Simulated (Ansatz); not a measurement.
# Phonons of BN (P6_3/mmc) against volume

Aim: how do the optical modes of BN (P6_3/mmc) move with volume?

Method: DFT PBEsol+D3(BJ), scalar-relativistic, plane waves, PAW; PAW set soft_1, in Ansatz 0.2.0.

**What experiment says.**

“Anisotropic thermo-mechanical response of layered hexagonal boron nitride and black phosphorus: application as a simultaneous pressure and temperature sensor” (2023, arxiv:2307.07533) reports for BN, hexagonal layered, AA' stacking, by synchrotron powder XRD, Le Bail (commercial high-purity powder, 300 K): lattice constant a (a at 300 K) 2.5069 ± 0.0002 Å [300 K value from polynomial fit to temperature-dependent data]; lattice constant c (c at 300 K) 6.6706 ± 0.0007 Å [300 K value from linear fit to temperature-dependent data].

“Low frequency Raman spectroscopy of few-atomic-layer thick hBN crystals” (2017, arxiv:1705.01298) reports for BN, hexagonal (hBN), by micro-Raman, 514.5 nm (HPHT-grown single crystal, 300 K): Raman mode (E2g low-frequency interlayer shear mode) 52.5 cm⁻¹; Raman mode (E2g high-frequency in-plane mode) 1366 cm⁻¹.

The database entry behind the starting cell differs from later determinations by our own check (about 0.3 % short, minor phase), so it need not match the best structure at ambient conditions.

### Step 1. The starting structure

It takes space group P6_3/mmc (No. 194, hexagonal). Conventional cell: a = 2.498 Å, b = 2.498 Å, c = 6.636 Å, α = 90.00°, β = 90.00°, γ = 120.00°. Nearest to B lie 3 N at 1.44 Å. N has 3 B at 1.44 Å nearest. Farther neighbours and most contacts between anions are not listed.

Structure file:

```cif
data_structure
_symmetry_space_group_name_H-M 'P6_3/mmc'
_symmetry_Int_Tables_number 194
_cell_length_a 2.4982
_cell_length_b 2.4982
_cell_length_c 6.6357
_cell_angle_alpha 90.000
_cell_angle_beta 90.000
_cell_angle_gamma 120.000
_cell_volume 35.87
loop_
_atom_site_label
_atom_site_type_symbol
_atom_site_symmetry_multiplicity
_atom_site_Wyckoff_symbol
_atom_site_fract_x
_atom_site_fract_y
_atom_site_fract_z
_atom_site_occupancy
B1 B 2 c 0.33333 0.66667 0.25000 1
N1 N 2 d 0.33333 0.66667 0.75000 1
```

### Step 2. Relaxation

The cell and atoms are relaxed, since residual forces and stress would shift the frequencies.

File input.yaml:

```yaml
crystal:
  lattice:
    - [2.49824, 0.0, 0.0]
    - [-1.24912, 2.1635393048, 0.0]
    - [0.0, 0.0, 6.6357]
  atoms:
    - { symbol: B, position: [0.33333333, 0.66666667, 0.25] }
    - { symbol: B, position: [0.66666667, 0.33333333, 0.75] }
    - { symbol: "N", position: [0.33333333, 0.66666667, 0.75] }
    - { symbol: "N", position: [0.66666667, 0.33333333, 0.25] }
kpoints:
  mp_grid: { grid: [12, 12, 4] }
hamiltonian:
  xc: pbesol
  dispersion: d3bj
  pseudopotentials: { kind: paw, azcp: { folder: soft_1 }, xc_functional: pbe }
scf:
  occupations: { method: gaussian, width: 0.02 }
output:
  forces: true
  stress: true
  eigenvalues: true
relax:
  adjacent_minimum: "off"
  f_tol: 0.005
  max_steps: 80
  cell: { stress_tol: 0.05 }
```

Command:

```bash
ansatz run input.yaml --threads 4 --pin off --max-ram 16384MiB --backend cpu --events-out ev --progress --plain --runs-dir out
```

Numbers of over 12 decimals in the logs are rounded to 6 here.

Output:

```text
Engine: ansatz 0.2.0, aarch64-unknown-linux-gnu
Pseudopotentials: kind: paw
Pseudopotential: B, paw, valence charge 3, recommended cutoff 420 eV (normal), soft_1/B.paw.azcp
Pseudopotential: N, paw, valence charge 5, recommended cutoff 420 eV (normal), soft_1/N.paw.azcp
Functional definition: PBEsol
  exchange = pbesol_x
  correlation = pbesol_c
Crystal: 4 atoms, lattice volume = 35.866 Å³
Basis set: ecut = 420 eV, 689 PW (Γ), exchange–correlation on 36×36×90 points (8 copies of the dense FFT grid, shifted against one another)
Bands: 12, of which v1, the nominal top of the filled ones, is band 8 counted from 1 (7 counted from 0)
Symmetry: 24 space group operations
Space group: P63/mmc (ITA 194), of the structure as read, at distance tolerance 3.3e-5 Å
k-points: 57 of 576
Non-local potential: B, projectors of the file, l = 0: 2, l = 1: 2, l = 2: 1
Non-local potential: N, projectors of the file, l = 0: 2, l = 1: 2, l = 2: 1
PAW form: soft (Blöchl's): semilocal exchange-correlation on the pseudo side does not see the compensation charge
PAW frozen core: B, regenerated for the run's functional, and the local potential with it (the file was generated under x = pbe(κ = 0.804, μ = 0.219515), c = pbe(β = 0.066725))
PAW frozen core: N, regenerated for the run's functional, and the local potential with it (the file was generated under x = pbe(κ = 0.804, μ = 0.219515), c = pbe(β = 0.066725))
PAW one-centre angular grid: B, 110 points (default); XC on 64 Gauss nodes
PAW one-centre angular grid: N, 110 points (default); XC on 64 Gauss nodes
Initial density: superposition of atomic densities (chi_scale 0.1, normalization cell, long waves kept (reshape's long-wave potential 0.01 eV rms))
Initial wavefunctions: pseudopotential atomic-orbital guess
Functional: x = pbesol(κ = 0.804, μ = 0.123457), c = pbesol(β = 0.046)
SCF iter   1: F=—  HF=-1070.539155 eV  |F-HF|=—  |Δ(HF+E_count)|=         —  Δρ=1.43e-1  dr2=7.13e0  ethr=3.10e-3  ⟨swp⟩=5.8  Hψ=4138  notcnv=0
preconditioner: auto → none  [insulator: Δε(μ)=5.705 eV  Ē_g=17.013 eV  σ=0.020 eV  W_gap=1.00  n_scr=4 (ndim 8)  ℏωp=24.8 eV  f_vac=0.000  D(μ)=0.00/eV (n_scr^D=0)  ε∞_Penn≈3.1]
SCF iter   2: F=—  HF=-1068.224655 eV  |F-HF|=—  |Δ(HF+E_count)|=    2.31e0  Δρ=6.76e-2  dr2=8.70e-1  ethr=3.10e-3  ⟨swp⟩=3.1  Hψ=2070  notcnv=0
SCF iter   3: F=—  HF=-1067.987867 eV  |F-HF|=—  |Δ(HF+E_count)|=   2.37e-1  Δρ=2.23e-2  dr2=9.83e-2  ethr=3.10e-3  ⟨swp⟩=2.4  Hψ=1545  notcnv=0
SCF iter   4: F=—  HF=-1067.972179 eV  |F-HF|=—  |Δ(HF+E_count)|=   1.57e-2  Δρ=8.46e-3  dr2=1.45e-2  ethr=6.14e-4  ⟨swp⟩=1.9  Hψ=1027  notcnv=0
SCF iter   5: F=—  HF=-1067.970352 eV  |F-HF|=—  |Δ(HF+E_count)|=   1.83e-3  Δρ=1.29e-3  dr2=2.97e-4  ethr=9.04e-5  ⟨swp⟩=2.9  Hψ=1360  notcnv=0
SCF iter   6: F=—  HF=-1067.970378 eV  |F-HF|=—  |Δ(HF+E_count)|=   2.63e-5  Δρ=1.74e-4  dr2=6.58e-6  ethr=1.86e-6  ⟨swp⟩=2.0  Hψ=1090  notcnv=0
SCF iter   7: F=—  HF=-1067.970372 eV  |F-HF|=—  |Δ(HF+E_count)|=   6.38e-6  Δρ=6.91e-6  dr2=1.48e-8  ethr=6.25e-10  ⟨swp⟩=3.9  Hψ=3703  notcnv=0
SCF iter   8: F=-1067.970372 eV  HF=-1067.970372 eV  |F-HF|=2.75e-11  |Δ(HF+E_count)|=   5.38e-9  Δρ=3.04e-7  dr2=2.07e-11  ethr=9.27e-11  ⟨swp⟩=1.8  Hψ=2219  notcnv=0
the search or the solves at the SCF's close seem to have found levels that the self-consistency loop had missed (the run counts 1). By its estimate they hold under 1e-12 electrons; where the run keeps them, the occupations were computed again with them
SCF 1 converged in 8 iterations: F = -1067.970372 eV  dr2 = 2.07e-11
  greatest PAW one-centre occupation: 0.798 electrons in one spin orbital (limit 2), on the N atom at site 3 (counted from 0), in its partial waves of l = 0
relax step   1: F+E_penalty+E_count = -1067.97037188 eV  Δ(F+E_penalty+E_count) = +0.000e0 eV  max|allowed force component| = 1.085e-15 eV/Å  Δτ_max = 0.0000 Å  P = +0.146 GPa  Ω = 35.866 Å³  (8 SCF iters, dr2 threshold 1.00e-7 eV, accepted)
Crystal: 4 atoms, lattice volume = 35.214 Å³
Basis set: ecut = 420 eV, 687 PW (Γ), exchange–correlation on 36×36×90 points (8 copies of the dense FFT grid, shifted against one another)
Initial density: handed on by an earlier stage of this run
Initial wavefunctions: those handed on with the density
iter 1 solved again at ethr=1.09e-5 eV; its pass at ethr=3.10e-3 eV (dr2=1.75e-3 eV) is discarded
SCF iter   1: F=—  HF=-1067.974983 eV  |F-HF|=—  |Δ(HF+E_count)|=         —  Δρ=2.12e-3  dr2=2.07e-3  ethr=1.09e-5  ⟨swp⟩=1.9  Hψ=5566  notcnv=0
preconditioner: auto → none  [insulator: Δε(μ)=4.150 eV  Ē_g=15.825 eV  σ=0.020 eV  W_gap=1.00  n_scr=4 (ndim 8)  ℏωp=25.0 eV  f_vac=0.006  D(μ)=0.00/eV (n_scr^D=0)  ε∞_Penn≈3.5]
SCF iter   2: F=—  HF=-1067.974663 eV  |F-HF|=—  |Δ(HF+E_count)|=   3.20e-4  Δρ=9.16e-4  dr2=2.87e-4  ethr=1.09e-5  ⟨swp⟩=2.8  Hψ=1174  notcnv=0
SCF iter   3: F=—  HF=-1067.974687 eV  |F-HF|=—  |Δ(HF+E_count)|=   2.44e-5  Δρ=1.94e-4  dr2=1.02e-5  ethr=1.79e-6  ⟨swp⟩=2.5  Hψ=1172  notcnv=0
iter 4 did not close the SCF: its close was put off for the readings that it lacked (scf_convergence_deferred on its scf_iter line)
SCF iter   4: F=-1067.974693 eV  HF=-1067.974692 eV  |F-HF|=2.62e-7  |Δ(HF+E_count)|=   5.12e-6  Δρ=3.60e-5  dr2=2.08e-7  ethr=6.35e-8  ⟨swp⟩=2.8  Hψ=1124  notcnv=0
iter 5 did not close the SCF: its close was put off for the readings that it lacked (scf_convergence_deferred on its scf_iter line)
SCF iter   5: F=-1067.974693 eV  HF=-1067.974693 eV  |F-HF|=1.42e-9  |Δ(HF+E_count)|=   2.96e-7  Δρ=2.94e-6  dr2=1.74e-9  ethr=1.30e-9  ⟨swp⟩=2.4  Hψ=1045  notcnv=0
SCF iter   6: F=-1067.974693 eV  HF=-1067.974693 eV  |F-HF|=1.75e-11  |Δ(HF+E_count)|=   2.34e-9  Δρ=3.67e-7  dr2=3.18e-11  ethr=1.09e-11  ⟨swp⟩=1.1  Hψ=2082  notcnv=0
SCF 2 converged in 6 iterations: F = -1067.974693 eV  dr2 = 3.18e-11
relax step   2: F+E_penalty+E_count = -1067.97469266 eV  Δ(F+E_penalty+E_count) = -4.321e-3 eV  max|allowed force component| = 8.188e-16 eV/Å  Δτ_max = 0.0000 Å  P = +0.096 GPa  Ω = 35.214 Å³  energy of the carried Pulay correction = +1.575e-3 eV  (6 SCF iters, dr2 threshold 4.00e-7 eV, accepted)
Crystal: 4 atoms, lattice volume = 34.873 Å³
Basis set: ecut = 420 eV, 675 PW (Γ), exchange–correlation on 36×36×90 points (8 copies of the dense FFT grid, shifted against one another)
iter 1 solved again at ethr=3.44e-6 eV; its pass at ethr=3.10e-3 eV (dr2=5.51e-4 eV) is discarded
SCF iter   1: F=—  HF=-1067.975936 eV  |F-HF|=—  |Δ(HF+E_count)|=         —  Δρ=1.13e-3  dr2=5.63e-4  ethr=3.44e-6  ⟨swp⟩=2.1  Hψ=5368  notcnv=0
preconditioner: auto → none  [insulator: Δε(μ)=4.117 eV  Ē_g=15.833 eV  σ=0.020 eV  W_gap=1.00  n_scr=4 (ndim 8)  ℏωp=25.2 eV  f_vac=0.005  D(μ)=0.00/eV (n_scr^D=0)  ε∞_Penn≈3.5]
SCF iter   2: F=—  HF=-1067.975860 eV  |F-HF|=—  |Δ(HF+E_count)|=   7.64e-5  Δρ=4.94e-4  dr2=7.92e-5  ethr=3.44e-6  ⟨swp⟩=2.3  Hψ=1089  notcnv=0
SCF iter   3: F=—  HF=-1067.975864 eV  |F-HF|=—  |Δ(HF+E_count)|=   3.57e-6  Δρ=1.08e-4  dr2=3.19e-6  ethr=4.95e-7  ⟨swp⟩=2.2  Hψ=1153  notcnv=0
iter 4 did not close the SCF: its close was put off for the readings that it lacked (scf_convergence_deferred on its scf_iter line)
SCF iter   4: F=-1067.975865 eV  HF=-1067.975865 eV  |F-HF|=7.61e-8  |Δ(HF+E_count)|=   1.41e-6  Δρ=2.04e-5  dr2=6.66e-8  ethr=2.00e-8  ⟨swp⟩=2.9  Hψ=1138  notcnv=0
iter 5 did not close the SCF: its close was put off for the readings that it lacked (scf_convergence_deferred on its scf_iter line)
SCF iter   5: F=-1067.975865 eV  HF=-1067.975865 eV  |F-HF|=1.48e-10  |Δ(HF+E_count)|=   8.82e-8  Δρ=1.89e-6  dr2=8.28e-10  ethr=4.16e-10  ⟨swp⟩=2.3  Hψ=1073  notcnv=0
SCF iter   6: F=-1067.975865 eV  HF=-1067.975865 eV  |F-HF|=5.46e-12  |Δ(HF+E_count)|=  5.15e-10  Δρ=2.28e-7  dr2=1.17e-11  ethr=5.18e-12  ⟨swp⟩=1.1  Hψ=2045  notcnv=0
SCF 3 converged in 6 iterations: F = -1067.975865 eV  dr2 = 1.17e-11
relax step   3: F+E_penalty+E_count = -1067.97586517 eV  Δ(F+E_penalty+E_count) = -1.173e-3 eV  max|allowed force component| = 4.487e-16 eV/Å  Δτ_max = 0.0000 Å  P = +0.028 GPa  Ω = 34.873 Å³  energy of the carried Pulay correction = +2.409e-3 eV  (6 SCF iters, dr2 threshold 2.52e-7 eV, accepted)
[...]
relax step   4: F+E_penalty+E_count = -1067.97411747 eV  Δ(F+E_penalty+E_count) = +1.748e-3 eV  max|allowed force component| = 2.868e-16 eV/Å  Δτ_max = 0.0000 Å  P = -0.075 GPa  Ω = 34.873 Å³  stress off target by 1.55e-1 GPa  SCF on the basis re-selected at this cell (its energy is not comparable with the rows above)  (6 SCF iters)
[...]
relax step   5: F+E_penalty+E_count = -1067.97455525 eV  Δ(F+E_penalty+E_count) = -4.378e-4 eV  max|allowed force component| = 3.770e-16 eV/Å  Δτ_max = 0.0000 Å  P = -0.002 GPa  Ω = 34.717 Å³  energy of the carried Pulay correction = +3.705e-4 eV  (6 SCF iters, dr2 threshold 5.98e-8 eV, accepted)
iter 1 solved again at ethr=1.08e-7 eV; its pass at ethr=3.10e-3 eV (dr2=1.73e-5 eV) is discarded
SCF iter   1: F=—  HF=-1067.974162 eV  |F-HF|=—  |Δ(HF+E_count)|=         —  Δρ=2.72e-5  dr2=3.16e-8  ethr=1.08e-7  ⟨swp⟩=3.2  Hψ=6038  notcnv=0
preconditioner: auto → none  [insulator: Δε(μ)=4.099 eV  Ē_g=15.837 eV  σ=0.020 eV  W_gap=1.00  n_scr=4 (ndim 8)  ℏωp=25.2 eV  f_vac=0.007  D(μ)=0.00/eV (n_scr^D=0)  ε∞_Penn≈3.5]
SCF iter   2: F=—  HF=-1067.974154 eV  |F-HF|=—  |Δ(HF+E_count)|=   8.22e-6  Δρ=1.31e-5  dr2=6.43e-9  ethr=1.97e-10  ⟨swp⟩=2.3  Hψ=1120  notcnv=0
SCF iter   3: F=—  HF=-1067.974154 eV  |F-HF|=—  |Δ(HF+E_count)|=   3.82e-8  Δρ=2.11e-6  dr2=3.34e-10  ethr=4.02e-11  ⟨swp⟩=2.4  Hψ=1098  notcnv=0
iter 4 did not close the SCF: its close was put off for the readings that it lacked (scf_convergence_deferred on its scf_iter line)
SCF iter   4: F=-1067.974154 eV  HF=-1067.974154 eV  |F-HF|=1.23e-11  |Δ(HF+E_count)|=  9.03e-10  Δρ=2.29e-7  dr2=5.86e-12  ethr=2.09e-12  ⟨swp⟩=2.0  Hψ=1131  notcnv=0
iter 5 did not close the SCF: its close was put off for the readings that it lacked (scf_convergence_deferred on its scf_iter line)
SCF iter   5: F=-1067.974154 eV  HF=-1067.974154 eV  |F-HF|=0.00e0  |Δ(HF+E_count)|=  1.36e-11  Δρ=3.17e-8  dr2=1.66e-13  ethr=1.00e-12  ⟨swp⟩=1.0  Hψ=684  notcnv=0
iter 6 did not close the SCF: its close was put off for the readings that it lacked (scf_convergence_deferred on its scf_iter line)
SCF iter   6: F=-1067.974154 eV  HF=-1067.974154 eV  |F-HF|=0.00e0  |Δ(HF+E_count)|=    0.00e0  Δρ=9.06e-9  dr2=1.79e-14  ethr=1.00e-12  ⟨swp⟩=1.0  Hψ=684  notcnv=0
iter 7 did not close the SCF: its close was put off for the readings that it lacked (scf_convergence_deferred on its scf_iter line)
SCF iter   7: F=-1067.974154 eV  HF=-1067.974154 eV  |F-HF|=0.00e0  |Δ(HF+E_count)|=    0.00e0  Δρ=2.05e-9  dr2=4.65e-16  ethr=1.00e-12  ⟨swp⟩=1.0  Hψ=684  notcnv=0
SCF iter   8: F=-1067.974154 eV  HF=-1067.974154 eV  |F-HF|=0.00e0  |Δ(HF+E_count)|=    0.00e0  Δρ=2.54e-9  dr2=1.54e-15  ethr=1.00e-12  ⟨swp⟩=1.2  Hψ=1619  notcnv=0
SCF 6 converged in 8 iterations: F = -1067.974154 eV  dr2 = 1.54e-15
relax step   6: F+E_penalty+E_count = -1067.97415426 eV  Δ(F+E_penalty+E_count) = +4.010e-4 eV  max|allowed force component| = 6.476e-16 eV/Å  Δτ_max = 0.0000 Å  P = -0.015 GPa  Ω = 34.717 Å³  stress off target by 1.60e-2 GPa  SCF on the basis re-selected at this cell (its energy is not comparable with the rows above)  (8 SCF iters)
basis re-selected at this cell: Δ(F+E_penalty+E_count) = +4.010e-4 eV, ΔP = -0.013 GPa vs the last step (what re-selecting the basis moved, of the pressure what is left beyond the Pulay correction that the steps carried, after the strain that the cell walked since its last selection, with what the two solves' SCF thresholds leave and, on support functions, any second-order correction that the steps lacked; it is no m [...]
SCF converged after 8 iterations
Free energy (F): -1067.974154 eV
Harris-Foulkes:  -1067.974154 eV  (|F-HF|=0.00e0)
Internal energy: -1067.974154 eV  (E = F + TS)
E sigma→0 (E₀):  -1067.974154 eV
Fermi energy:    7.134340 eV
--- Per-component energies (eV) ---
  E_band       = -33.057892
  E_kinetic    = 362.328574
  E_local      = -624.408235  (includes V_loc(G=0)·N_el)
  E_nonlocal   = 86.727691
  E_hartree    = 208.002403
  E_xc         = -182.273731
  E_vxc        = -225.855191  (∫ρ·V_xc dr)
  E_paw        = -398.337808  (= ΣΔE_a)
  E_vpaw       = -47.857305  (= ΣTr[D̂ρ^β])
  E_aug_tail   = 0.001765  (compensation charges beyond the density's cutoff)
  E_ewald      = -519.680819
  E_disp       = -0.419615  (pairwise vdW)
  E_core_change = 0.085619  (= ΣΔE_core)
  E_smearing   = -0.000000  (= −TS)
  E_closure    = 0.000000  (closes the sum)
  Σ components = -1067.974154   (vs F -1067.974154, Δ=0.00e0)
--- Forces (eV/Å), atoms counted from 1 ---
  atom   1  B      0.00000000    -0.00000000    -0.00000000
  atom   2  B     -0.00000000     0.00000000     0.00000000
  atom   3  N      0.00000000    -0.00000000    -0.00000000
  atom   4  N     -0.00000000     0.00000000     0.00000000
  max |Σ_I F_I| component: 7.40e-17 eV/Å
--- Stress (GPa, compression-positive) ---
       -0.016005      -0.000000      -0.000000
       -0.000000      -0.016005       0.000000
       -0.000000       0.000000      -0.013747
  P = ⅓ Tr σ = -0.0153 GPa (-0.153 kbar)
--- Band table (eV; the first three rows and the last of 57) ---
  k-point 0: bands = [... 4 lower, 3.7489, 3.7489, 3.8022, 3.8022, 10.3380, 15.6619, 16.5971, 16.5971]
  k-point 1: bands = [... 4 lower, 3.7567, 3.7567, 3.7938, 3.7938, 11.1269, 14.7972, 16.6206, 16.6206]
  k-point 2: bands = [... 4 lower, 3.7754, 3.7754, 3.7754, 3.7754, 12.9420, 12.9420, 16.6786, 16.6786]
  k-point 56: bands = [... 4 lower, -2.0806, -2.0806, 5.0470, 5.0470, 9.6301, 9.6301, 16.7972, 16.7972]
--- Relaxed structure (4 steps of the walk, 4 accepted, 2 SCFs on fresh bases) ---
  F+E_penalty+E_count = -1067.97415426 eV   max|allowed force component| = 6.476e-16 eV/Å   (the final SCF, on the basis selected at the relaxed cell)
  cell:  # Å, volume = 34.7166 Å³
    - [2.499873, 0, 0]
    - [-1.249937, 2.164954, -1.307686062926467e-18]
    - [0, -4.01074867861608e-18, 6.414608]
  atoms:
    - { symbol: B, position: [0.333333, 0.666667, 0.250000] }
    - { symbol: B, position: [0.666667, 0.333333, 0.750000] }
    - { symbol: N, position: [0.333333, 0.666667, 0.750000] }
    - { symbol: N, position: [0.666667, 0.333333, 0.250000] }
```

Elapsed: 2.9 s, on 4 threads of Arm Neoverse V2, shared host; peak memory 0.31 GiB; 9.7 s of CPU time.

Step by step:

```
step  energy less that of the first step (eV)  largest force component (eV/Å)  pressure (GPa)  volume (Å³)
   1                                   0.0000                          0.0000            0.15        35.87
   2                                  -0.0043                          0.0000            0.10        35.21
   3                                  -0.0055                          0.0000            0.03        34.87
  4*                                  -0.0037                          0.0000           -0.07        34.87
   5                                  -0.0042                          0.0000            0.00        34.72
  6*                                  -0.0038                          0.0000           -0.02        34.72
```

Relaxation steps marked * repeat the geometry before them on a plane-wave basis chosen anew for their cell, so energy and pressure can jump there.

The run keeps the 24 symmetry operations that it works with, so distortions that break them were not tested.

```
conventional cell, symmetrised  before  after  change
                         a (Å)   2.498  2.500  +0.1 %
                         b (Å)   2.498  2.500  +0.1 %
                         c (Å)   6.636  6.415  -3.3 %
              volume (Å³/atom)    8.97   8.68  -3.2 %
```

The relaxed structure:

```cif
data_structure
_symmetry_space_group_name_H-M 'P 1'
_symmetry_Int_Tables_number 1
_cell_length_a 2.4999
_cell_length_b 2.4999
_cell_length_c 6.4146
_cell_angle_alpha 90.000
_cell_angle_beta 90.000
_cell_angle_gamma 120.000
_cell_volume 34.72
loop_
_atom_site_label
_atom_site_type_symbol
_atom_site_fract_x
_atom_site_fract_y
_atom_site_fract_z
_atom_site_occupancy
B1 B 0.33333 0.66667 0.25000 1
B2 B 0.66667 0.33333 0.75000 1
N3 N 0.33333 0.66667 0.75000 1
N4 N 0.66667 0.33333 0.25000 1
```

Numbers from this step:

```yaml
pressure: -0.01525 GPa
gap_on_the_k_mesh: 4.099 eV
volume_per_atom: 8.679 Å³
```

In this step the volume went from 8.97 to 8.68 Å³/atom.

### Step 3. Tight relaxation

Phonons need small forces and stress, so the relaxation is finished with tight tolerances on 12×12×4 k points.

input.yaml, the sections that differ from step 2:

```yaml
crystal:
  lattice:
    - [2.4998733727, 0.0, 0.0]
    - [-1.2499366863, 2.164953847, 0.0]
    - [0.0, 0.0, 6.4146078423]
  atoms:
    - { symbol: B, position: [0.3333333333, 0.6666666667, 0.25] }
    - { symbol: B, position: [0.6666666667, 0.3333333333, 0.75] }
    - { symbol: "N", position: [0.3333333333, 0.6666666667, 0.75] }
    - { symbol: "N", position: [0.6666666667, 0.3333333333, 0.25] }
scf:
  occupations: { method: fixed }
relax:
  adjacent_minimum: "off"
  f_tol: 0.001
  max_steps: 60
  cell: { stress_tol: 0.01 }
# kpoints, hamiltonian, output: as in step 2
```

Output:

```text
[...]
Crystal: 4 atoms, lattice volume = 34.717 Å³
Basis set: ecut = 420 eV, 663 PW (Γ), exchange–correlation on 36×36×90 points (8 copies of the dense FFT grid, shifted against one another)
Bands: 12, of which v1, the nominal top of the filled ones, is band 8 counted from 1 (7 counted from 0)
Symmetry: 24 space group operations
[...]
k-points: 57 of 576
[...]
--- Relaxed structure (2 steps of the walk, 2 accepted, 1 SCFs on fresh bases) ---
[...]
cell:  # Å, volume = 34.7065 Å³
    - [2.499851, -2.8867180284337562e-11, 0.0]
    - [-1.249925, 2.164934, 0.0]
    - [0.0, 0.0, 6.412858]
  atoms:
    - { symbol: B, position: [0.333333, 0.666667, 0.25] }
    - { symbol: B, position: [0.666667, 0.333333, 0.75] }
    - { symbol: N, position: [0.333333, 0.666667, 0.75] }
    - { symbol: N, position: [0.666667, 0.333333, 0.25] }
[key lines of the parts left out:]
SCF converged after 4 iterations
Free energy (F): -1067.974140 eV
Fermi energy:    5.087989 eV
P = ⅓ Tr σ = -0.0056 GPa (-0.056 kbar)
```

It took 1.4 s on 4 threads; peak memory 0.3 GiB; 4.7 s of CPU time.

Little changed from the start: no atom moved by 0.005 Å and no cell edge by 0.1 %.

This step gave:

```
pressure        : -0.005551 GPa
volume per atom : 8.677 Å³
```

The forces vanish by symmetry and the pressure is -0.006 GPa, within the tolerances set. The cell now holds 8.68 Å³/atom.

(Continued in part 2 of 4.)

[Logs are printed without paths, hosts, clocks, repeated set-up lines and the standing remarks that a program may print on its own settings, such as how far it seeks lower states.]

[Hosts, paths, dates, database ids (printed as entryN), source tags and the programs' standing remarks are cut or masked in the printed files.]
